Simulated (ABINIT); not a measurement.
# Quasiparticle gap of AlN (P6_3mc) in ABINIT, part 2 of 3

Wanted: ground state, empty states, screening and self-energy for AlN (P6_3mc).

ABINIT 10.8.3; PBE and many-body steps on it, plane waves. Known limits of the many-body steps: not at the basis limit.

So far. Step 2 (Ground state): The gap is direct, at Γ.

The database entry behind the starting cell differs from later determinations by our own check (inner coordinate u about 0.002 short), so it need not match the best structure at ambient conditions.

### 3. Bands along the symmetry lines

Level of this step: DFT, PBE, plane waves, norm-conserving pseudopotentials (ABINIT).

The cheap functional maps the bands first; the places of the edges decide which points the dearer methods must see.

File run.abi:

```
acell 3*1.0 Angstrom
rprim 
  3.113000000011 -0.000000000003 0.000000000000
  -1.556500000003 2.695937081992 0.000000000000
  0.000000000000 0.000000000000 4.981000000000
ntypat 2
znucl 13 7
natom 4
typat 1 1 2 2
xred 
  0.333333333333 0.666666666667 0.000000000000
  0.666666666667 0.333333333333 0.500000000000
  0.333333333333 0.666666666667 0.380000000000
  0.666666666667 0.333333333333 0.880000000000
pp_dirpath "pseudos"
pseudos "Al.upf, N.upf"
ecut 36
iscf -2
irdden 1
kptopt 0
nkpt 75
kpt 
  0.00000000 0.00000000 0.00000000
  0.06250000 0.00000000 0.00000000
  0.12500000 0.00000000 0.00000000
  0.18750000 0.00000000 0.00000000
  0.25000000 0.00000000 0.00000000
  0.31250000 0.00000000 0.00000000
  0.37500000 0.00000000 0.00000000
  0.43750000 0.00000000 0.00000000
  0.50000000 0.00000000 0.00000000
  0.47916667 0.04166667 0.00000000
  0.45833333 0.08333333 0.00000000
  0.43750000 0.12500000 0.00000000
  0.41666666 0.16666666 0.00000000
  0.39583333 0.20833333 0.00000000
  0.37500000 0.25000000 0.00000000
  0.35416666 0.29166666 0.00000000
  0.33333333 0.33333333 0.00000000
  0.29166666 0.29166666 0.00000000
  0.25000000 0.25000000 0.00000000
  0.20833333 0.20833333 0.00000000
  0.16666666 0.16666666 0.00000000
  0.12500000 0.12500000 0.00000000
  0.08333333 0.08333333 0.00000000
  0.04166667 0.04166667 0.00000000
  0.00000000 0.00000000 0.00000000
  0.00000000 0.00000000 0.06250000
  0.00000000 0.00000000 0.12500000
  0.00000000 0.00000000 0.18750000
  0.00000000 0.00000000 0.25000000
  0.00000000 0.00000000 0.31250000
  0.00000000 0.00000000 0.37500000
  0.00000000 0.00000000 0.43750000
  0.00000000 0.00000000 0.50000000
  0.06250000 0.00000000 0.50000000
  0.12500000 0.00000000 0.50000000
  0.18750000 0.00000000 0.50000000
  0.25000000 0.00000000 0.50000000
  0.31250000 0.00000000 0.50000000
  0.37500000 0.00000000 0.50000000
  0.43750000 0.00000000 0.50000000
  0.50000000 0.00000000 0.50000000
  0.47916667 0.04166667 0.50000000
  0.45833333 0.08333333 0.50000000
  0.43750000 0.12500000 0.50000000
  0.41666666 0.16666666 0.50000000
  0.39583333 0.20833333 0.50000000
  0.37500000 0.25000000 0.50000000
  0.35416666 0.29166666 0.50000000
  0.33333333 0.33333333 0.50000000
  0.29166666 0.29166666 0.50000000
  0.25000000 0.25000000 0.50000000
  0.20833333 0.20833333 0.50000000
  0.16666666 0.16666666 0.50000000
  0.12500000 0.12500000 0.50000000
  0.08333333 0.08333333 0.50000000
  0.04166667 0.04166667 0.50000000
  0.00000000 0.00000000 0.50000000
  0.50000000 0.00000000 0.50000000
  0.50000000 0.00000000 0.43750000
  0.50000000 0.00000000 0.37500000
  0.50000000 0.00000000 0.31250000
  0.50000000 0.00000000 0.25000000
  0.50000000 0.00000000 0.18750000
  0.50000000 0.00000000 0.12500000
  0.50000000 0.00000000 0.06250000
  0.50000000 0.00000000 0.00000000
  0.33333333 0.33333333 0.50000000
  0.33333333 0.33333333 0.43750000
  0.33333333 0.33333333 0.37500000
  0.33333333 0.33333333 0.31250000
  0.33333333 0.33333333 0.25000000
  0.33333333 0.33333333 0.18750000
  0.33333333 0.33333333 0.12500000
  0.33333333 0.33333333 0.06250000
  0.33333333 0.33333333 0.00000000
istwfk *1
nband 19
nbdbuf 6
tolwfr 1e-07
nstep 50
prtwf 0
prtvol 0
indata_prefix "in"
outdata_prefix "out"
tmpdata_prefix "tmp"
```

On the command line:

```sh
OMP_NUM_THREADS=1 mpirun -n 4 abinit run.abi > log
```

Numbers of over 12 decimals in the logs are rounded to 6 here.

What it wrote:

```text
.Version 10.8.3 of ABINIT. v10.8.2 released Aug 2026.

 Symmetries : space group P6_3 m c (#186); Bravais hP (primitive hexag.)
[... echo of the input left out ...]
== DATASET  1 ==================================================================
-   mpi_nproc: 4, omp_nthreads: 1 (-1 if OMP is not activated)

--- !DatasetInfo
iteration_state: {dtset: 1, }
dimensions: {natom: 4, nkpt: 75, mband: 19, nsppol: 1, nspinor: 1, nspden: 1, mpw: 2937, }
cutoff_energies: {ecut:  36.0, pawecutdg:  -1.0, }
electrons: {nelect:   1.60000000E+01, charge:   0.00000000E+00, occopt:   1.00000000E+00, tsmear:   1.00000000E-02, }

 Real(R)+Recip(G) space primitive vectors, cartesian coordinates (Bohr,Bohr^-1):
 R(1)=  5.8827174  0.0000000  0.0000000  G(1)=  0.1699895  0.0981435  0.0000000
 R(2)= -2.9413587  5.0945827  0.0000000  G(2)=  0.0000000  0.1962869  0.0000000
 R(3)=  0.0000000  0.0000000  9.4127258  G(3)=  0.0000000  0.0000000  0.1062392
 Unit cell volume ucvol=  2.8209931E+02 bohr^3
 Angles (23,13,12)=  9.00000000E+01  9.00000000E+01  1.20000000E+02 degrees

 getcut: wavevector=  0.0000  0.0000  0.0000  ngfft=  32  32  54
         ecut(hartree)=     36.000   => boxcut(ratio)=   2.01398

--- Pseudopotential description ------------------------------------------------
- Al Generated using ONCVPSP code by D. R. Hamann
- 13.00000   3.00000  171031                  znucl, zion, pspdat
12 -101130 2 -1 1876                          pspcod,pspxc,lmax,lloc,mmax
     nproj     2     2     2
  pspatm : epsatm=    4.08140545
         --- l  ekb(1:nproj) -->
             0    5.126667    0.728291
             1    7.287548    0.832437
             2   -2.770497   -0.637722
 pspatm: atomic psp has been read  and splines computed

- N Generated using ONCVPSP code by D. R. Hamann
-  7.00000   5.00000  171031                  znucl, zion, pspdat
12 -101130 1 -1 1058                          pspcod,pspxc,lmax,lloc,mmax
     nproj     2     2     0
  pspatm : epsatm=    5.20977870
         --- l  ekb(1:nproj) -->
[...]
pspatm: atomic psp has been read  and splines computed

--------------------------------------------------------------------------------

================================================================================
 prteigrs : about to open file out_EIG
 Non-SCF case, kpt    1 (  0.00000  0.00000  0.00000), residuals and eigenvalues=
  1.20E-08  9.49E-08  8.91E-08  2.07E-08  3.40E-08  5.82E-08  8.24E-08  3.48E-08
  9.08E-09  2.99E-08  3.61E-08  4.49E-08  9.69E-08  7.15E-08  5.79E-08  3.96E-08
[...]
-3.6127E-01 -2.8223E-01 -2.4254E-02  1.6476E-01  1.6476E-01  1.8869E-01
  1.8869E-01  1.9530E-01  3.5040E-01  4.4063E-01  5.8456E-01  6.0656E-01
  6.0656E-01  6.7958E-01  6.7973E-01  6.7973E-01  7.2946E-01  7.2946E-01
  7.3973E-01
 Non-SCF case, kpt    2 (  0.06250  0.00000  0.00000), residuals and eigenvalues=
[...]
7.7248E-01
 Non-SCF case, kpt    3 (  0.12500  0.00000  0.00000), residuals and eigenvalues=
[...]
8.0526E-01
[...]
Non-SCF case, kpt   74 (  0.33333  0.33333  0.06250), residuals and eigenvalues=
[...]
8.8144E-01
 Non-SCF case, kpt   75 (  0.33333  0.33333  0.00000), residuals and eigenvalues=
[...]
1.0816E-01  1.0816E-01  3.8180E-01  5.0314E-01  5.5167E-01  5.5167E-01
  6.1993E-01  6.1993E-01  6.7792E-01  7.3407E-01  7.3407E-01  8.8212E-01
  8.8705E-01

--- !ResultsGS
iteration_state: {dtset: 1, }
comment   : Summary of ground state results
lattice_vectors:
- [  5.8827174,  -0.0000000,   0.0000000, ]
- [ -2.9413587,   5.0945827,   0.0000000, ]
- [  0.0000000,   0.0000000,   9.4127258, ]
lattice_lengths: [   5.88272,    5.88272,    9.41273, ]
lattice_angles: [ 90.000,  90.000, 120.000, ] # degrees, (23, 13, 12)
lattice_volume:   2.8209931E+02
convergence: {deltae:  0.000E+00, res2:  0.000E+00, residm:  9.989E-08, diffor:  0.000E+00, }
etotal    :  -2.55880884E+01
entropy   :   0.00000000E+00
fermie    :   1.95302428E-01
cartesian_stress_tensor: null
pressure_GPa: null
xred      :
- [  3.3333E-01,   6.6667E-01,   1.1102E-16, Al]
- [  6.6667E-01,   3.3333E-01,   5.0000E-01, Al]
- [  3.3333E-01,   6.6667E-01,   3.8000E-01,  N]
- [  6.6667E-01,   3.3333E-01,   8.8000E-01,  N]
cartesian_forces: null
force_length_stats: {min: null, max: null, mean: null, }

 Integrated electronic density in atomic spheres:
 ------------------------------------------------
 Atom  Sphere_radius  Integrated_density
[...]
================================================================================

 ----iterations are completed or convergence reached----

 Mean square residual over all n,k,spin=   44.902E-09; max=  99.889E-09
 reduced coordinates (array xred) for    4 atoms
[...]
cartesian coordinates (angstrom) at end:
    1      1.67e-12     1.797291     0.000000
    2      1.556500     0.898646     2.490500
    3      1.67e-12     1.797291     1.892780
    4      1.556500     0.898646     4.383280
 length scales=  1.889726125908  1.889726125908  1.889726125908 bohr
              =  1.000000000000  1.000000000000  1.000000000000 angstroms
 prteigrs : about to open file out_EIG
 Eigenvalues (hartree) for nkpt=  75  k points:
 kpt#   1, nband= 19, wtk=  1.00000, kpt=  0.0000  0.0000  0.0000 (reduced coord)
[...]
kpt#   2, nband= 19, wtk=  1.00000, kpt=  0.0625  0.0000  0.0000 (reduced coord)
[...]
kpt#   3, nband= 19, wtk=  1.00000, kpt=  0.1250  0.0000  0.0000 (reduced coord)
[...]
kpt#  74, nband= 19, wtk=  1.00000, kpt=  0.3333  0.3333  0.0625 (reduced coord)
[...]
0.73645    0.88113    0.88144
 kpt#  75, nband= 19, wtk=  1.00000, kpt=  0.3333  0.3333  0.0000 (reduced coord)
  -0.26958   -0.26958    0.01933    0.05738    0.05738    0.10651    0.10816    0.10816
   0.38180    0.50314    0.55167    0.55167    0.61993    0.61993    0.67792    0.73407
   0.73407    0.88212    0.88705

== END DATASET(S) ==============================================================
================================================================================

 -outvars: echo values of variables after computation  --------
            nband          19
             nkpt          75
          spgroup         186
 [... the other variables as echoed above ...]

 Calculation completed.
```

The job ended after 11 s (4 MPI ranks of Arm Neoverse V1, shared host; peak memory 0.3 GiB; 45 s of CPU time).

This step gave:

```yaml
gap: 4.220 eV
k_of_the_valence_top: 0, 0, 0
k_of_the_conduction_bottom: 0, 0, 0
least_direct_gap: 4.220 eV
```

The gap is 4.220 eV, as in the run before at this level.

The electronic bands at the labelled points (eV, zero at the top of the highest filled band; v1 is the highest filled band, c1 the lowest empty one):

| point | v4 | v3 | v2 | v1 | c1 | c2 | c3 | c4 |
| --- | --- | --- | --- | --- | --- | --- | --- | --- |
| Γ | -0.83 | -0.18 | -0.18 | 0.00 | 4.22 | 6.68 | 10.59 | 11.19 |
| halfway | -2.43 | -1.54 | -0.44 | -0.38 | 6.21 | 7.63 | 8.10 | 10.04 |
| M | -3.33 | -2.06 | -1.77 | -0.66 | 5.83 | 5.84 | 8.21 | 10.30 |
| halfway | -3.07 | -2.97 | -1.86 | -1.49 | 5.54 | 7.17 | 8.88 | 10.08 |
| K | -3.75 | -2.42 | -2.37 | -2.37 | 5.07 | 8.38 | 9.70 | 9.70 |
| halfway | -3.35 | -1.67 | -0.86 | -0.59 | 6.85 | 7.48 | 8.57 | 9.14 |
| Γ | -0.83 | -0.18 | -0.18 | 0.00 | 4.22 | 6.68 | 10.59 | 11.19 |
| halfway | -0.74 | -0.74 | -0.28 | -0.28 | 5.17 | 6.79 | 10.27 | 11.16 |
| A | -0.51 | -0.51 | -0.51 | -0.51 | 6.47 | 6.47 | 10.35 | 10.35 |
| halfway | -1.58 | -1.58 | -1.01 | -1.01 | 6.55 | 6.55 | 9.52 | 9.52 |
| L | -1.44 | -1.44 | -1.35 | -1.35 | 5.34 | 5.34 | 9.32 | 9.32 |
| halfway | -2.72 | -2.72 | -0.92 | -0.92 | 6.19 | 6.19 | 9.25 | 9.25 |
| H | -3.83 | -3.83 | -0.78 | -0.78 | 7.44 | 7.44 | 7.88 | 7.88 |
| halfway | -1.80 | -1.80 | -1.20 | -1.20 | 6.74 | 6.74 | 9.49 | 9.49 |
| A | -0.51 | -0.51 | -0.51 | -0.51 | 6.47 | 6.47 | 10.35 | 10.35 |
| jump to L | -1.44 | -1.44 | -1.35 | -1.35 | 5.34 | 5.34 | 9.32 | 9.32 |
| halfway | -2.55 | -1.89 | -1.19 | -0.91 | 5.09 | 5.93 | 9.37 | 9.47 |
| M | -3.33 | -2.06 | -1.77 | -0.66 | 5.83 | 5.84 | 8.21 | 10.30 |
| jump to H | -3.83 | -3.83 | -0.78 | -0.78 | 7.44 | 7.44 | 7.88 | 7.88 |
| halfway | -4.41 | -2.91 | -1.46 | -1.46 | 5.91 | 8.23 | 8.70 | 8.70 |
| K | -3.75 | -2.42 | -2.37 | -2.37 | 5.07 | 8.38 | 9.70 | 9.70 |

### 4. Empty states on the mesh, 6×6×4 mesh, 775 bands

The sums over transitions need many empty states on a uniform mesh; this step solves for them.

File run.abi:

```
acell 3*1.0 Angstrom
rprim 
  3.113000000011 -0.000000000003 0.000000000000
  -1.556500000003 2.695937081992 0.000000000000
  0.000000000000 0.000000000000 4.981000000000
ntypat 2
znucl 13 7
natom 4
typat 1 1 2 2
xred 
  0.333333333333 0.666666666667 0.000000000000
  0.666666666667 0.333333333333 0.500000000000
  0.333333333333 0.666666666667 0.380000000000
  0.666666666667 0.333333333333 0.880000000000
pp_dirpath "pseudos"
pseudos "Al.upf, N.upf"
ecut 36
ngkpt 6 6 4
nshiftk 1
shiftk 0 0 0
kptopt 1
chksymbreak 0
irdden 1
istwfk *1
nband 775
prtvol 0
optdriver 6
gwr_task "HDIAGO"
paral_kgb 0
occopt 1
indata_prefix "in"
outdata_prefix "out"
tmpdata_prefix "tmp"
```

What it wrote:

```text
[banner, memory and clock lines left out]
.Version 10.8.3 of ABINIT. v10.8.2 released Aug 2026.

 Symmetries : space group P6_3 m c (#186); Bravais hP (primitive hexag.)
[... echo of the input left out ...]
== DATASET  1 ==================================================================
-   mpi_nproc: 4, omp_nthreads: 1 (-1 if OMP is not activated)

--- !DatasetInfo
iteration_state: {dtset: 1, }
dimensions: {natom: 4, nkpt: 21, mband: 775, nsppol: 1, nspinor: 1, nspden: 1, mpw: 2934, }
cutoff_energies: {ecut:  36.0, pawecutdg:  -1.0, }
electrons: {nelect:   1.60000000E+01, charge:   0.00000000E+00, occopt:   1.00000000E+00, tsmear:   1.00000000E-02, }

.Using double precision arithmetic; gwpc =  8

- Reading GS density from: in_DEN

--- Pseudopotential description ------------------------------------------------
- Al Generated using ONCVPSP code by D. R. Hamann
- 13.00000   3.00000  171031                  znucl, zion, pspdat
12 -101130 2 -1 1876                          pspcod,pspxc,lmax,lloc,mmax
     nproj     2     2     2
  pspatm : epsatm=    4.08140545
         --- l  ekb(1:nproj) -->
             0    5.126667    0.728291
             1    7.287548    0.832437
             2   -2.770497   -0.637722
 pspatm: atomic psp has been read  and splines computed

- N Generated using ONCVPSP code by D. R. Hamann
-  7.00000   5.00000  171031                  znucl, zion, pspdat
12 -101130 1 -1 1058                          pspcod,pspxc,lmax,lloc,mmax
     nproj     2     2     0
  pspatm : epsatm=    5.20977870
         --- l  ekb(1:nproj) -->
             0    7.494509    0.636305
             1   -4.293905   -1.006988
 pspatm: atomic psp has been read  and splines computed

   2.97317893E+02                                ecore*ucvol(ha*bohr**3)

 Total charge density [el/Bohr^3]
)     Maximum=    5.3940E-01  at reduced coord.    0.7813    0.4063    0.8889
)     Minimum=    1.6705E-03  at reduced coord.    0.3125    0.6563    0.0000
   Integrated=    1.6000E+01

 === KS gaps after direct diagonalization ===
 Direct band gap semiconductor
 Fundamental gap:     4.220 (eV)
   VBM:     5.314 (eV) at k: [ 0.0000E+00,  0.0000E+00,  0.0000E+00]
   CBM:     9.535 (eV) at k: [ 0.0000E+00,  0.0000E+00,  0.0000E+00]
 Direct gap:         4.220 (eV) at k: [ 0.0000E+00,  0.0000E+00,  0.0000E+00]

== END DATASET(S) ==============================================================

 -outvars: echo values of variables after computation  --------
           etotal      0.0000000000E+00
            nband         775
             nkpt          21
          spgroup         186
 [... the other variables as echoed above ...]

 Calculation completed.
```

Elapsed: 2.1 min, on 4 MPI ranks; peak memory 2.2 GiB; 8.3 min of CPU time.

This step gave:

* gap: 4.220 eV
* k of the valence top: 0, 0, 0
* k of the conduction bottom: 0, 0, 0
* least direct gap: 4.220 eV
* k points computed: 21
* lowest point of the top converged band, above the valence top: 382.1732 eV

On this mesh the gap is 4.220 eV.

### 5. Screening, 6×6×4 mesh, 360 bands, screening to 300.4 eV

The RPA dielectric matrix is built and inverted for each q.

This step: RPA screening on PBE, plane waves, norm-conserving pseudopotentials.

Changes to run.abi since step 4:

```diff
@@ -22,10 +22,11 @@
 chksymbreak 0
-irdden 1
 istwfk *1
-nband 775
-prtvol 0
-optdriver 6
-gwr_task "HDIAGO"
-paral_kgb 0
 occopt 1
+irdwfk 1
+optdriver 3
+nband 360
+ecuteps 11.04
+inclvkb 2
+awtr 1
+symchi 1
 indata_prefix "in"
```

What it wrote:

```text
.Version 10.8.3 of ABINIT. v10.8.2 released Aug 2026.

 Symmetries : space group P6_3 m c (#186); Bravais hP (primitive hexag.)
[... echo of the input left out ...]
== DATASET  1 ==================================================================
-   mpi_nproc: 4, omp_nthreads: 1 (-1 if OMP is not activated)

--- !DatasetInfo
iteration_state: {dtset: 1, }
dimensions: {natom: 4, nkpt: 21, mband: 360, nsppol: 1, nspinor: 1, nspden: 1, mpw: 2934, }
cutoff_energies: {ecut:  36.0, pawecutdg:  -1.0, }
electrons: {nelect:   1.60000000E+01, charge:   0.00000000E+00, occopt:   1.00000000E+00, tsmear:   1.00000000E-02, }

 SCREENING: Calculation of the susceptibility and dielectric matrices

 Based on a program developped by R.W. Godby, V. Olevano, G. Onida, and L. Reining.
 Incorporated in ABINIT by V. Olevano, G.-M. Rignanese, and M. Torrent.
.Using double precision arithmetic ; gwpc =  8

[... cell and pseudopotentials left out ...]
--------------------------------------------------------------------------------

 ==== K-mesh for the wavefunctions ====
 Number of points in the irreducible wedge :    21
[... list of points left out ...]
 Together with 12 symmetry operations and time-reversal symmetry
 yields   144 points in the full Brillouin Zone.

 ==== Q-mesh for the screening function ====
 Number of points in the irreducible wedge :    21
[... list of points left out ...]
 Together with 12 symmetry operations and time-reversal symmetry
 yields   144 points in the full Brillouin Zone.

 setmesh: FFT mesh size selected  =    24x   24x   40
          total number of points  =        23040

 vcoul_init : cutoff-mode = AUXILIARY_FUNCTION
 q-points for optical limit:   1
     1)      0.000010    0.000020    0.000030

- screening: taking advantage of time-reversal symmetry
- Maximum band index for partially occupied states nbvw = 8
- Remaining bands to be divided among processors   nbcw = 352
- Number of bands treated by each node ~88

 Number of electrons calculated from density =   16.0000; Expected =   16.0000
 average of density, n =  0.056718
 r_s =    1.6146
 omega_plasma =   22.9728 [eV]

 calculating chi0 at frequencies [eV] :
  1    0.000000E+00    0.000000E+00
  2    0.000000E+00    2.297283E+01

--------------------------------------------------------------------------------
  q-point number  1        q = ( 0.000000, 0.000000, 0.000000) [r.l.u.]
--------------------------------------------------------------------------------
[... chi0 elements left out ...]
 For q-point:  0.000010 0.000020 0.000030
  dielectric constant =   4.2122
  dielectric constant without local fields =   4.6430

  Average fulfillment of the sum rule on Im[epsilon] for q-point    1 :     96.18  [%]
[... wings left out ...]
  q-point number  2        q = ( 0.166667, 0.000000, 0.000000) [r.l.u.]
--------------------------------------------------------------------------------
[... chi0 elements left out ...]
  Average fulfillment of the sum rule on Im[epsilon] for q-point    2 :     98.13  [%]

 [... 19 further q-points ...]
```

Elapsed: 17 min, on 4 MPI ranks; peak memory 3.8 GiB; 67 min of CPU time.

Numbers from this step:

| Quantity | Value |
| --- | --- |
| ε∞ with local fields, on this mesh, along the program's q direction | 4.212 |
| the same without local fields | 4.643 |
| plasma frequency | 22.97 eV |
| plane waves in the screening matrix | 513 |

Local fields lower ε∞ by 9 %.

(Part 2 of 3 ends here.)

[Paths, hosts, dates, memory and timing lines, banners, echoed tables and standing remarks are left out of the program output.]

[Logs are printed without paths, hosts, clocks, repeated set-up lines and the standing remarks that a program may print on its own settings, such as how far it seeks lower states.]

[Runs of the session that timed out or met a known fault of the program may be left out.]

[Hosts, paths, dates, database ids (printed as entryN), source tags and the programs' standing remarks are cut or masked in the printed files.]

[G0W0 gaps are taken among the corrected bands and points alone; a level outside them can change the order at an edge.]

[Where Ansatz stands beside ABINIT at settings called matched, ABINIT's density can come from a denser mesh and the files from another edition; pairs whose starting gaps differed by over 0.03 eV were left out, so agreement reads better than it is.]
